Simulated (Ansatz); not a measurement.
The system is SiNi.

```
Ni Si
1.0
     2.94277    0.00000    0.00000
     0.00000    3.28033    0.00000
     0.00000    0.00000    4.67745
Ni Si
2 2
Cartesian
  1.4714 1.6402 1.6020
  0.0000 0.0000 3.0754
  1.4714 1.6402 3.9438
  0.0000 0.0000 0.7337
```

The cell is a database's computed one.

Base run:

* Program: Ansatz 0.2.0
* Functional: PBE
* Potentials or basis: Ansatz PAW
* Cutoff: 800 eV
* Density cutoff: 3200 eV
* k mesh: 9 × 8 × 6
* Occupations: fermi-dirac, width 0.05 eV
* Spin: collinear spin, ferromagnetic start
* Starting moments: [1.0, 1.0, 0.0, 0.0] μB

Its results: band gap on the k mesh none (metal or under the smearing width); pressure 6.7 GPa; net moment 0.00 μB per cell; largest force 0.054 eV/Å.

Task: The run is repeated on the same cell with these changes: functional from PBE to BLYP; cutoff from 800 eV to 420 eV (not typed: the program's choice for these potentials). What comes out?

Result: Band gap on the k mesh none (metal or under the smearing width); pressure 15.6 GPa; net moment 0.00 μB per cell; largest force 0.140 eV/Å.

BLYP binds less tightly than PBE, so the same cell stands under more pressure.

Caveats: the starting moments weren't kept; so large a pressure means that the cell lies far from this level's equilibrium, or that cutoff or potentials fall short (some runs); the PAW data sets come from PBE, with cores solved anew for the run's functional, which leaves a small shift of forces and pressure (some runs).
